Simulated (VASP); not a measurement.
# ZnSe (Stilleite) (F-43m) in VASP: notebook

One crystal, ZnSe (Stilleite), is run at these levels: LDA; tasks: single point.

Everything below comes from runs of VASP 6.6.1. Logs are shortened: lines on timing, memory, paths and dates and some standing lists are left out, and cuts for length are marked.

## Step 1: The structure

The structure is cubic, space group F-43m (No. 216). The conventional cell has a = 5.668 Å, b = 5.668 Å, c = 5.668 Å, α = 90.00°, β = 90.00°, γ = 90.00°. Around Se (site symmetry -43m) lie 4 Zn at 2.45 Å. Zn (site symmetry -43m) is surrounded by 4 Se at 2.45 Å.

## Step 2: Single point, LDA, spin-orbit coupling, no magnetisation

The input, INCAR:

```
  PREC = Accurate
  ENCUT = 280
  EDIFF = 1E-7
  ISMEAR = 0
  SIGMA = 0.02
  LREAL = F
  LASPH = T
  NELM = 100
  ALGO = Normal
  ISIF = 2
  LWAVE = F
  LCHARG = F
  LNONCOLLINEAR = T
  MAGMOM = 0 0 0 0 0 0
  LORBIT = 11
  LSORBIT = T
  GGA_COMPAT = F
  NBANDS = 34
```

The input, KPOINTS:

```
regular mesh
0
Gamma
  6 6 6
```

The input, POSCAR:

```
ZnSe
1.0
    0.0000000000      2.8338000000      2.8338000000
    2.8338000000      0.0000000000      2.8338000000
    2.8338000000      2.8338000000      0.0000000000
Se Zn
1 1
Direct
    0.7500000000      0.7500000000      0.7500000000
    0.0000000000      0.0000000000      0.0000000000
```

Potentials or basis: VASP PAW LDA potentials, release 64 (Se, Zn).

The run is started by

```console
$ cat potpaw_LDA.64/Se/POTCAR potpaw_LDA.64/Zn/POTCAR > POTCAR
$ mpirun -np 1 vasp_ncl > vasp.out
```

OUTCAR:

```text
PREC = Accurate
   ENCUT = 280
   EDIFF = 1E-7
   ISMEAR = 0
   LREAL = F
   LASPH = T
   NELM = 100
   ISIF = 2
   LNONCOLLINEAR = T
   LORBIT = 11
   LSORBIT = T

 Found     22 irreducible k-points:

 Following reciprocal coordinates:
            Coordinates               Weight
  0.000000  0.000000  0.000000      1.000000
  0.166667  0.000000  0.000000      4.000000
 -0.166667  0.000000  0.000000      4.000000
  0.333333  0.000000  0.000000      4.000000
 -0.333333  0.000000  0.000000      4.000000
  0.500000  0.000000  0.000000      4.000000
   k-points           NKPTS =     22   k-points in BZ     NKDIM =     22   number of bands    NBANDS=     34
   number of dos      NEDOS =    301   number of ions     NIONS =      2
   total plane-waves  NPLWV =  13824
   dimension x,y,z NGX =    24 NGY =   24 NGZ =   24
   dimension x,y,z NGXF=    48 NGYF=   48 NGZF=   48
   ions per type =               1   1
   NGX,Y,Z   is equivalent  to a cutoff of   9.96,  9.96,  9.96 a.u.
   NGXF,Y,Z  is equivalent  to a cutoff of  19.91, 19.91, 19.91 a.u.
 SYSTEM =  unknown system
   PREC   = accura    normal or accurate (medium, high low for compatibility)
   ISTART =      0    job   : 0-new  1-cont  2-samecut
   ICHARG =      2    charge: 1-file 2-atom 10-const
   ISPIN  =      1    spin polarized calculation?
   LNONCOLLINEAR =      T non collinear calculations
   LSORBIT =      T    spin-orbit coupling
   LASPH  =      T    aspherical Exc in radial PAW
   ENCUT  =  280.0 eV  20.58 Ry    4.54 a.u.   5.47  5.47  5.47*2*pi/ulx,y,z
   NELM   =    100;   NELMIN=  2; NELMDL= -5     # of ELM steps
   EDIFF  = 0.1E-06   stopping-criterion for ELM
   LREAL  =      F    real-space projection
[... 7 lines left out ...]
   TEBEG  =    0.0;   TEEND  =   0.0 temperature during run
   PSTRESS=    0.0 pullay stress
   NELECT =      18.0000    total number of electrons
   NUPDOWN=      -1.0000    fix difference up-down
   EMIN   =  10.00;   EMAX   =-10.00  energy-range for DOS
   EFERMI =   0.00;   METHOD = LEGACY
   ISMEAR =     0;   SIGMA  =   0.02  broadening in eV -4-tet -1-fermi 0-gaus
   EFERMI_NEDOS =   21; number of points for ismear=-14 and -15
   IALGO  =     38    algorithm
   IMIX   =      4    mixing-type and parameters
     AMIX     =   0.40;   BMIX     =  1.00
     AMIX_MAG =   1.60;   BMIX_MAG =  1.00
  volume/ion in A,a.u.               =      22.76       153.57
  Fermi-wavevector in a.u.,A,eV,Ry     =   1.201673  2.270834 19.647073  1.444019
  Thomas-Fermi vector in A             =   2.337476
   LORBIT       =     11    0 simple, 1 ext, 2 COOP (PROOUT), +10 PAW based schemes
   GGA     = CA    functional components
   LHFCALC =     F    Hartree Fock is set to
   AEXX    =    0.0000 exact exchange contribution
   IVDW    =     0    specifies the selected vdW correction
   LEPSILON=     F    determine dielectric tensor
   LRPA    =     F    only Hartree local field effects (RPA)
 Gauss-broadening in eV      SIGMA  =   0.02
  energy-cutoff  :      280.00
  volume of cell :       45.51
 maximum number of plane-waves:      1062
 NGX is ok and might be reduce to    24
   NGX = 11   NGY = 11   NGZ = 11

 number of electron      18.0000000 magnetization       0.0000000      0.0000000      0.0000000

 number of electron      17.9999993 magnetization       0.0000000      0.0000000     -0.0000000

 number of electron      17.9999993 magnetization      -0.0000000     -0.0000000      0.0000000

 number of electron      17.9999993 magnetization      -0.0000000     -0.0000000     -0.0000000

 Free energy of the ion-electron system (eV)
  ---------------------------------------------------
  ext. energy  EPLUGINS =         0.00000000
  ---------------------------------------------------
  free energy    TOTEN  =        -7.36349230 eV

  energy without entropy =       -7.36349230  energy(sigma->0) =       -7.36349230

 E-fermi :   1.7780     XC(G=0):  -9.6984

 val. band max:        1.6436494117   @ k =   0.0000   0.0000   0.0000
 cond. band min:       2.5765150860   @ k =   0.0000   0.0000   0.0000
 fundamental gap:      0.9328656744
 Fermi energy:         1.7780232202

 k-point     1 :       0.0000    0.0000    0.0000
  band No.  band energies     occupation
      1     -11.7768      1.00000
      2     -11.7768      1.00000
      3      -5.2725      1.00000
      4      -5.2725      1.00000
      5      -5.2725      1.00000
      6      -5.2725      1.00000
[... 22 lines left out ...]
     29      12.9921      0.00000
     30      12.9921      0.00000

 k-point     2 :       0.1667    0.0000    0.0000
  band No.  band energies     occupation
      1     -11.6011      1.00000
      2     -11.6011      1.00000
      3      -5.2728      1.00000
      4      -5.2455      1.00000
      5      -5.2455      1.00000
      6      -5.2426      1.00000
[... 22 lines left out ...]
     29      11.9265      0.00000
     30      11.9326      0.00000

 k-point     3 :      -0.1667    0.0000    0.0000
  band No.  band energies     occupation
      1     -11.6011      1.00000
      2     -11.6011      1.00000
      3      -5.2728      1.00000
      4      -5.2455      1.00000
      5      -5.2455      1.00000
      6      -5.2426      1.00000
[... 22 lines left out ...]
     29      11.9265      0.00000
     30      11.9326      0.00000

 k-point     4 :       0.3333    0.0000    0.0000
  band No.  band energies     occupation
      1     -11.2066      1.00000
      2     -11.2066      1.00000
      3      -5.2518      1.00000
      4      -5.2210      1.00000
      5      -5.1191      1.00000
      6      -5.1191      1.00000
[... 22 lines left out ...]
     29      12.4852      0.00000
     30      12.4852      0.00000

 k-point     5 :      -0.3333    0.0000    0.0000
  band No.  band energies     occupation
      1     -11.2066      1.00000
      2     -11.2066      1.00000
      3      -5.2518      1.00000
      4      -5.2210      1.00000
      5      -5.1191      1.00000
      6      -5.1191      1.00000
[... 22 lines left out ...]
     29      12.4852      0.00000
     30      12.4852      0.00000

 k-point     6 :       0.5000    0.0000    0.0000
  band No.  band energies     occupation
      1     -10.9813      1.00000
      2     -10.9813      1.00000
      3      -5.2294      1.00000
      4      -5.2294      1.00000
      5      -4.9985      1.00000
      6      -4.9985      1.00000
[... 22 lines left out ...]
     29      14.5155      0.00000
     30      14.5155      0.00000

 [... further k-points ...]

 [bands above 30 left out]

------------------------ aborting loop because EDIFF is reached ----------------------------------------

  FORCE on cell =-STRESS in cart. coord.  units (eV):
  Direction    XX          YY          ZZ          XY          YZ          ZX
  --------------------------------------------------------------------------------------
  -------------------------------------------------------------------------------------
  Total       -1.0000641     -1.0000641     -1.0000641      0.0000000      0.0000000     -0.0000000
  in kB      -35.2047143    -35.2047143    -35.2047143      0.0000000      0.0000000     -0.0000000
  external PRESSURE =     -35.2047143 kB  Pullay stress =       0.0000000 kB

 VOLUME and BASIS-vectors are now :
 -----------------------------------------------------------------------------
  energy-cutoff  :      280.00
  volume of cell :       45.51
      direct lattice vectors                 reciprocal lattice vectors
     0.000000000  2.833800000  2.833800000    -0.176441527  0.176441527  0.176441527
     2.833800000  0.000000000  2.833800000     0.176441527 -0.176441527  0.176441527
     2.833800000  2.833800000  0.000000000     0.176441527  0.176441527 -0.176441527

 POSITION                                       TOTAL-FORCE (eV/Angst)
 -----------------------------------------------------------------------------------
      4.25070      4.25070      4.25070         0.000000      0.000000      0.000000
      0.00000      0.00000      0.00000        -0.000000     -0.000000     -0.000000
 -----------------------------------------------------------------------------------
    total drift:                                0.000002      0.000002      0.000002

  FREE ENERGIE OF THE ION-ELECTRON SYSTEM (eV)
  ---------------------------------------------------
  free  energy   TOTEN  =        -7.3634922985 eV

  energy  without entropy=       -7.3634922985  energy(sigma->0) =       -7.36349230

 Spin-Orbit-Coupling matrix elements

 Ion:    1  E_soc:     -0.0388891
 l=   1
     0.0000000    -0.0064732    -0.0064732
    -0.0064732     0.0000000    -0.0064732
    -0.0064732    -0.0064732     0.0000000
 l=   2
     0.0000000    -0.0000040     0.0000000    -0.0000040    -0.0000043
    -0.0000040     0.0000000    -0.0000032    -0.0000040    -0.0000011
     0.0000000    -0.0000032     0.0000000    -0.0000032     0.0000000
    -0.0000040    -0.0000040    -0.0000032     0.0000000    -0.0000011
    -0.0000043    -0.0000011     0.0000000    -0.0000011     0.0000000
 l=   3
     0.0000000     0.0000000     0.0000000     0.0000000     0.0000000     0.0000000     0.0000000
     0.0000000     0.0000000     0.0000000     0.0000000     0.0000000     0.0000000     0.0000000
     0.0000000     0.0000000     0.0000000     0.0000000     0.0000000     0.0000000     0.0000000
     0.0000000     0.0000000     0.0000000     0.0000000     0.0000000     0.0000000     0.0000000
     0.0000000     0.0000000     0.0000000     0.0000000     0.0000000     0.0000000     0.0000000
     0.0000000     0.0000000     0.0000000     0.0000000     0.0000000     0.0000000     0.0000000
     0.0000000     0.0000000     0.0000000     0.0000000     0.0000000     0.0000000     0.0000000

 Ion:    2  E_soc:     -0.0087269
 l=   1
     0.0000000    -0.0005121    -0.0005121
    -0.0005121     0.0000000    -0.0005121
    -0.0005121    -0.0005121     0.0000000
 l=   2
     0.0000000    -0.0001901     0.0000000    -0.0001901    -0.0007523
    -0.0001901     0.0000000    -0.0005642    -0.0001901    -0.0001881
     0.0000000    -0.0005642     0.0000000    -0.0005642     0.0000000
    -0.0001901    -0.0001901    -0.0005642     0.0000000    -0.0001881
    -0.0007523    -0.0001881     0.0000000    -0.0001881     0.0000000
 l=   3
     0.0000000     0.0000000     0.0000000     0.0000000     0.0000000     0.0000000     0.0000000
     0.0000000     0.0000000     0.0000000     0.0000000     0.0000000     0.0000000     0.0000000
     0.0000000     0.0000000     0.0000000     0.0000000     0.0000000     0.0000000     0.0000000
     0.0000000     0.0000000     0.0000000     0.0000000     0.0000000     0.0000000     0.0000000
     0.0000000     0.0000000     0.0000000     0.0000000     0.0000000     0.0000000     0.0000000
     0.0000000     0.0000000     0.0000000     0.0000000     0.0000000     0.0000000     0.0000000
     0.0000000     0.0000000     0.0000000     0.0000000     0.0000000     0.0000000     0.0000000

 total charge

# of ion       s       p       d       tot
------------------------------------------
    1        1.441   2.412   0.030   3.883
    2        0.546   0.455   9.778  10.779
--------------------------------------------------
tot          1.987   2.866   9.808  14.662

 magnetization (x)

# of ion       s       p       d       tot
------------------------------------------
    1       -0.000   0.000  -0.000  -0.000
    2        0.000  -0.000   0.000   0.000
--------------------------------------------------
tot          0.000  -0.000   0.000   0.000

 magnetization (y)

# of ion       s       p       d       tot
------------------------------------------
    1        0.000   0.000   0.000   0.000
    2       -0.000   0.000   0.000  -0.000
--------------------------------------------------
tot         -0.000   0.000   0.000  -0.000

 magnetization (z)

# of ion       s       p       d       tot
------------------------------------------
    1       -0.000   0.000  -0.000   0.000
    2        0.000  -0.000   0.000  -0.000
--------------------------------------------------
tot         -0.000  -0.000   0.000  -0.000
```

Wall time 37 s (1 thread of Intel Xeon Platinum 8488C (Sapphire Rapids), shared host); peak memory 0.17 GiB.

These settings aren't checked as converged: the numbers below hold their error.

What came out:

```
Free energy                                           : -7.3635 eV
Valence electrons inside the program's atomic spheres : Se 3.88; Zn 10.78
```

Caveat: the cutoff is under 1.25 times the usual one of these potentials, so pressure, stress and relaxed cells hold a basis-set (Pulay) error.

## Step 3: Single point, LDA, spin-orbit coupling, no magnetisation

INCAR: that of step 2 with these lines changed.

```diff
@@ -1,3 +1,3 @@
   PREC = Accurate
-  ENCUT = 280
+  ENCUT = 460
   EDIFF = 1E-7
```

The input, KPOINTS:

```
regular mesh
0
Gamma
  5 5 5
```

POSCAR is that of step 2.

Potentials or basis: VASP PAW LDA potentials, release 64 (Se, Zn).

The run is started by

```console
$ cat potpaw_LDA.64/Se/POTCAR potpaw_LDA.64/Zn/POTCAR > POTCAR
$ mpirun -np 1 vasp_ncl > vasp.out
```

Run time: 52 s. Hardware: 1 thread of Intel Xeon Platinum 8488C (Sapphire Rapids), shared host; peak memory 0.21 GiB.

The run converged, but some of its settings lie outside the range that counts as converged, so its numbers aren't taken as properties of the crystal.

Results:

| Item | Value |
| --- | --- |
| Free energy | -7.3533 eV |
| Pressure | -3.0 GPa |
| Valence electrons inside the program's atomic spheres | Se 3.89; Zn 10.78 |

Caveat: the k mesh is coarse (spacing up to 0.38 Å⁻¹), so the values aren't converged.

## Step 4: Single point, LDA, spin-orbit coupling, no magnetisation

INCAR: that of step 3 with these lines changed.

```diff
@@ -1,3 +1,3 @@
   PREC = Accurate
-  ENCUT = 460
+  ENCUT = 520
   EDIFF = 1E-7
```

KPOINTS is that of step 3.

POSCAR is that of step 3.

The run is started by

```console
$ cat potpaw_LDA.64/Se/POTCAR potpaw_LDA.64/Zn/POTCAR > POTCAR
$ mpirun -np 1 vasp_ncl > vasp.out
```

Wall time 81 s (1 thread of Intel Xeon Platinum 8488C (Sapphire Rapids), shared host); peak memory 0.24 GiB.

The run converged, but some of its settings lie outside the range that counts as converged, so its numbers aren't taken as properties of the crystal.

Results:

* Free energy: -7.3537 eV
* Pressure: -3.0 GPa
* Valence electrons inside the program's atomic spheres: Se 3.89; Zn 10.78

Caveat: the k mesh is coarse (spacing up to 0.38 Å⁻¹), so the values aren't converged.
